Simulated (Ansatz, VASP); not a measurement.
GaP: VASP beside Ansatz

```
CELL_PARAMETERS angstrom
0.00000 2.72525 2.72525
2.72525 0.00000 2.72525
2.72525 2.72525 0.00000
ATOMIC_POSITIONS crystal
Ga 0.00000 0.00000 0.00000
P 0.75000 0.75000 0.75000
```

Alike in both runs: functional r2SCAN; k mesh 14 × 14 × 14; occupations fermi-dirac, width 0.08 eV; no spin polarisation.

Ansatz relaxed the structure, and its values are those at the end. VASP's run is a single point on that final structure, the one shown.

|  | VASP | Ansatz |
| --- | --- | --- |
| version | VASP 6.6.1 | Ansatz 0.2.0 |
| potentials or method | VASP PAW PBE potentials, release 64 (Ga_d, P) | PAW with Ansatz's default frozen-core files, scalar-relativistic |
| plane-wave cutoff (eV) | 520 | 500 |
| valence electrons in the cell | 18 | 18 |

|  | VASP | Ansatz | Ansatz less VASP |
| --- | --- | --- | --- |
| pressure (GPa) | 0.0 | 0.0 | +0.06 |

Caveats: the PAW data sets were made with another functional, which shifts forces and pressure a little (VASP). A k mesh can miss the band edges.
